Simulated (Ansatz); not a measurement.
BAs under changes of volume

One of the cells (13.626 Å³/atom); the others are scaled copies at fixed shape and fractional positions:

```
CELL_PARAMETERS angstrom
0.00000 2.38850 2.38850
2.38850 0.00000 2.38850
2.38850 2.38850 0.00000
ATOMIC_POSITIONS crystal
As 0.75000 0.75000 0.75000
B 0.00000 0.00000 0.00000
```

- Program: Ansatz 0.2.0
- Functional: CAM-B3LYP
- Potentials or basis: Ansatz PAW
- Cutoff: 420 eV (not typed: the program's choice for these potentials)
- k mesh: 5 × 5 × 5
- Occupations: fermi-dirac, width 0.05 eV
- Spin: no spin polarisation

```csv
volume (Å³/atom),energy over the lowest point (meV/atom),pressure (GPa),gap on the mesh (eV)
12.809,25.80,10.5,4.64
13.081,11.23,6.7,4.65
13.354,2.83,3.3,4.67
13.626,0.00,0.1,4.68
13.899,2.19,-2.7,4.69
14.171,?,?,?
14.444,19.85,-7.6,4.70
```

Task: What does the run at 14.171 Å³/atom give?

Result: Energy over the lowest point 8.95 meV/atom; pressure -5.2 GPa; gap on the mesh 4.70 eV.

Worked out: A Birch-Murnaghan fit of order 3 (a polynomial in V^(-2/3)) to the other rows has its minimum at 13.64 Å³/atom with B0 = V·E''(V) = 147 GPa and B' = 4.0. It gives 8.95 meV/atom at 14.171 Å³/atom, against the run's 8.95, and -dE/dV = -5.2 GPa, against -5.2. A straight line through the other rows of the gap, of slope 0.523 eV per unit of ln V, gives 4.70 eV, against the run's 4.70.

Energies are extrapolated to zero smearing.

Caveats: all runs use coarse meshes; odd divisions of the mesh miss points on the zone boundary, where band edges often lie, so the gap on the mesh can be too wide; the PAW data sets come from PBE, with cores solved anew for the run's functional, which leaves a small shift of forces and pressure; the thresholds are loose for stress.

A mesh can miss the band edges. Spin-orbit coupling on As is left out.
